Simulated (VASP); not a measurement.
Set up this calculation in VASP 6.6.1, as the native input.

| Item | Value |
| --- | --- |
| Task | single point |
| Functional | PBEsol |
| Potentials or basis | VASP PAW PBE potentials, release 64 (Mg, Se) |
| Cutoff | 520 eV |
| k mesh | 8 × 8 × 8 |
| Occupations | gaussian, width 0.05 eV |
| Spin | no spin polarisation |
| Dipole correction | no |
| Further INCAR settings | ALGO = Normal; EDIFF = 1e-07; NBANDS = 11 |

The structure of MgSe lies in POSCAR:

```
MgSe
1.0
    0.0000000000      2.7255000000      2.8617750000
    2.7255000000      0.0000000000      2.8617750000
    2.7255000000      2.7255000000      0.0000000000
Mg Se
1 1
Direct
    0.0000000000      0.0000000000      0.0000000000
    0.5000000000      0.5000000000      0.5000000000
```

The cell isn't the ideal one: strain +0.000 along x and y, +0.050 along z, atoms carried along.

These files were run (other wordings do the same):

INCAR

```
SYSTEM = MgSe
PREC = Accurate ; ENCUT = 520
EDIFF = 1E-7 ; ISMEAR = 0
SIGMA = 0.05 ; LREAL = .False.
LASPH = .True. ; NELM = 80
ALGO = Normal ; ISIF = 2
LWAVE = .False. ; LCHARG = .False.
GGA = PS ; NBANDS = 11
```

KPOINTS

```
Automatic mesh
0
Gamma
  8 8 8
  0 0 0
```

Potentials or basis: VASP PAW PBE potentials, release 64 (Mg, Se).

Launch:

```sh
$ cat potpaw_PBE.64/Mg/POTCAR potpaw_PBE.64/Se/POTCAR > POTCAR
$ mpirun -np 1 vasp_std > vasp.out
```

It gave:

```yaml
Pressure: -2.7 GPa
Band_gap_on_the_k_mesh: 1.49 eV, indirect (least direct gap 2.05 eV)
```

Caveat: the PAW data sets were made with another functional, which shifts forces and pressure a little.

It took 21 s on 1 thread of Intel(R) Xeon(R) Platinum 8488C (Sapphire Rapids), with other jobs on the host, peak memory 0.18 GiB.
